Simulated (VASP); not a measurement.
Input of a VASP 6.6.1 run:

The input INCAR:

```
  ALGO = Fast
  EDIFF = 1E-6
  ENCUT = 520
  GGA = PE
  ISIF = 2
  ISMEAR = 0
  LASPH = T
  LCHARG = F
  LREAL = F
  LWAVE = F
  NBANDS = 16
  NELM = 100
  PREC = Accurate
  SIGMA = 0.02
```

Contents of KPOINTS:

```
k-points
0
Gamma
  9 9 6
```

The input POSCAR:

```
AlN
1.0
    3.0708900811      0.0000000000      0.0000000000
   -1.5354450405      2.6594688224      0.0000000000
    0.0000000000      0.0000000000      4.9007562101
Al N
2 2
Direct
    0.3333333333      0.6666666667     -0.0014193369
    0.6666666667      0.3333333333      0.4985806631
    0.3333333333      0.6666666667      0.3814193369
    0.6666666667      0.3333333333      0.8814193369
```

Potentials or basis: VASP PAW PBE potentials, release 64 (Al, N).

Run with:

```bash
$ cat potpaw_PBE.64/Al/POTCAR potpaw_PBE.64/N/POTCAR > POTCAR
$ mpirun -np 1 vasp_std > vasp.out
```

Task: Predict the band gap on the k mesh.

Result: 4.56 eV, direct.

Task: Predict the pressure.

Result: 13.2 GPa.

Caveat: an odd mesh through Γ misses points on the zone boundary, where band edges often lie.

The gap isn't set beside the measured one, since this odd mesh misses points on the zone boundary.
